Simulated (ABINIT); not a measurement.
The system is HfO2.

```
Hf O
1.0
     0.00000    2.55750    2.55750
     2.55750    0.00000    2.55750
     2.55750    2.55750    0.00000
Hf O
1 2
Direct
  0.00000 0.00000 0.00000
  0.75000 0.75000 0.75000
  0.25000 0.25000 0.25000
```

Measurements of this composition are mostly on another form, of space group No. 14.

Base run:

- Program: ABINIT 10.8.3 (patched build)
- Functional: LDA-PZ
- Potentials or basis: JTH PAW LDA v2.0
- Cutoff: 626 eV
- k mesh: 9 × 9 × 9
- Occupations: fermi-dirac, width 0.05 eV
- Spin: no spin polarisation

Its results: band gap on the k mesh 3.63 eV, indirect (least direct gap 3.75 eV); pressure -19.7 GPa.

Q: The run is repeated on the same cell with these changes: functional from LDA-PZ to LDA; k mesh from 9 × 9 × 9 to 5 × 5 × 5. What comes out?

A: Band gap on the k mesh 3.83 eV, indirect (least direct gap 4.15 eV); pressure -20.0 GPa.

Several settings changed at once, so the effect can't be laid on one alone.

Caveats: some runs use coarse meshes; so large a pressure means that the cell lies far from this level's equilibrium, or that cutoff or potentials fall short; spin-orbit coupling is left out, which moves the levels of the heavy elements; the mesh misses the band edges, which the band path finds closer together (some runs); an odd mesh through Γ misses points on the zone boundary, where band edges often lie (some runs).
